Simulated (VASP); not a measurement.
A run of VASP 6.6.1:

File INCAR:

```
ALGO = Normal
EDIFF = 1E-7
EDIFFG = -0.002
ENCUT = 520
GGA = PE
IBRION = 2
ISIF = 3
ISMEAR = 0
LASPH = True
LCHARG = False
LREAL = False
LWAVE = False
NELM = 60
NSW = 80
PREC = Accurate
PSTRESS = 1100.0
SIGMA = 0.02
```

Contents of KPOINTS:

```
k-points
0
Gamma
  3 3 3
```

The input POSCAR:

```
Se                                      
1.0
    1.8795880342      1.0851806640      1.0574321019
   -1.8795880342      1.0851806640      1.0574321019
    0.0000000000     -2.1703613280      1.0574321019
  Se            
     1
Direct
     0.0000000000000000    0.0000000000000000    0.0000000000000000
```

Potentials or basis: VASP PAW PBE potentials, release 64 (Se).

Command:

```sh
$ cat potpaw_PBE.64/Se/POTCAR > POTCAR
$ mpirun -np 1 vasp_std > vasp.out
```

Hardware: 1 thread of Intel(R) Xeon(R) 6975P-C (Granite Rapids), with other jobs on the host.

Question: How long does it take, and how much memory?

Answer: Run time: 2.6 s on 1 thread of Intel(R) Xeon(R) 6975P-C (Granite Rapids) (shared host), peak memory 0.11 GiB. Counts: scf iterations 16, k points 6, ion steps 2.
